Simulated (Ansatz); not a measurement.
# Mg2Si: the cell at several levels of theory

How does the equilibrium cell of Mg2Si, database structure depend on the functional? It is relaxed with PBE, r2SCAN, PBEsol, LDA and HSE06.

Program: Ansatz 0.2.0. PAW datasets, plane waves, zero pressure. The values are computed, spin-unpolarised, and not measurements.

## 1. The cell

It is cubic, Fm-3m (No. 225); a = 6.340 Å in the conventional setting, 21.23 Å³ an atom. Near Mg stand 4 Si at 2.75 Å; near Si stand 8 Mg at 2.75 Å.

Coordinates:

```cif
data_structure
_symmetry_space_group_name_H-M 'P 1'
_symmetry_Int_Tables_number 1
_cell_length_a 4.4828
_cell_length_b 4.4828
_cell_length_c 4.4828
_cell_angle_alpha 60.000
_cell_angle_beta 60.000
_cell_angle_gamma 60.000
_cell_volume 63.70
loop_
_atom_site_label
_atom_site_type_symbol
_atom_site_fract_x
_atom_site_fract_y
_atom_site_fract_z
_atom_site_occupancy
Mg1 Mg 0.25000 0.25000 0.25000 1
Mg2 Mg 0.75000 0.75000 0.75000 1
Si1 Si 0.00000 0.00000 0.00000 1
```

## 2. PBE: cell and atoms

input.yaml reads:

```yaml
crystal:
  lattice:
    - [0.0, 3.1698179195, 3.1698179195]
    - [3.1698179195, 0.0, 3.1698179195]
    - [3.1698179195, 3.1698179195, 0.0]
  atoms:
    - { symbol: Mg, position: [0.25, 0.25, 0.25] }
    - { symbol: Mg, position: [0.75, 0.75, 0.75] }
    - { symbol: Si, position: [0.0, 0.0, 0.0] }
kpoints:
  mp_grid: { grid: [6, 6, 6] }
hamiltonian:
  xc: pbe
scf:
  occupations: { method: fermi_dirac, width: 0.02 }
relax:
  f_tol: 0.005
  cell: {}
```

Command:

```console
ansatz run input.yaml --threads 2 --pin off --max-ram 2211MiB --backend cpu --events-out ev --progress --plain --runs-dir out
```

The runs that follow: Relaxing with r2SCAN; Relaxation with PBEsol; Relaxing with LDA; Relaxing with HSE06.

**Question.** What will these runs give? Wanted: for each run, a; volume; space group; SCF geometries.

The runs gave:

| level | a (Å) | volume (Å³/atom) | space group | SCF geometries |
| --- | --- | --- | --- | --- |
| PBE | 6.364 | 21.479 | Fm-3m | 4 |
| r2SCAN | 6.338 | 21.216 | Fm-3m | 4 |
| PBEsol | 6.325 | 21.090 | Fm-3m | 4 |
| LDA | 6.260 | 20.439 | Fm-3m | 5 |
| HSE06 | 6.338 | 21.216 | Fm-3m | 2 |

**Reading.** The first relaxation changed the volume by +1.2 % from the start. LDA gives the smallest cell and PBE the largest; they differ by 5.1 % in volume, a mean of 1.7 % in length. The meshes differ: PBE 6×6×6, r2SCAN 6×6×6, PBEsol 6×6×6, LDA 6×6×6, HSE06 4×4×4.
